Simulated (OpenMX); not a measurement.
Si2Mo:

```
Mo Si
1.0
    -1.60000    1.60000    3.93050
     1.60000   -1.60000    3.93050
     1.60000    1.60000   -3.93050
Mo Si
1 2
Direct
  0.00000 0.00000 0.00000
  0.66700 0.66700 0.00000
  0.33300 0.33300 0.00000
```

Base run:

- Program: OpenMX 3.8.5
- Functional: PBE
- Potentials or basis: OpenMX 2013 PBE set, Mo7.0-s3p2d1, Si7.0-s2p1d1, grid cutoff 400 Ry
- k mesh: 13 × 13 × 13
- Occupations: fermi-dirac, width 0.05 eV
- Spin: no spin polarisation

Its results: pressure 6.0 GPa; largest force 0.235 eV/Å.

The run is repeated on the same cell with these changes: potentials or basis from OpenMX 2013 PBE set, Mo7.0-s3p2d1, Si7.0-s2p1d1, grid cutoff 400 Ry to OpenMX 2013 PBE set, Mo7.0-s3p2d2, Si7.0-s2p2d1, grid cutoff 400 Ry. What comes out?

Pressure 4.3 GPa; largest force 0.234 eV/Å.

Caveats: the basis of atomic orbitals isn't converged, which shifts pressures, moduli and gaps.

Not every run made on this cell is shown here.
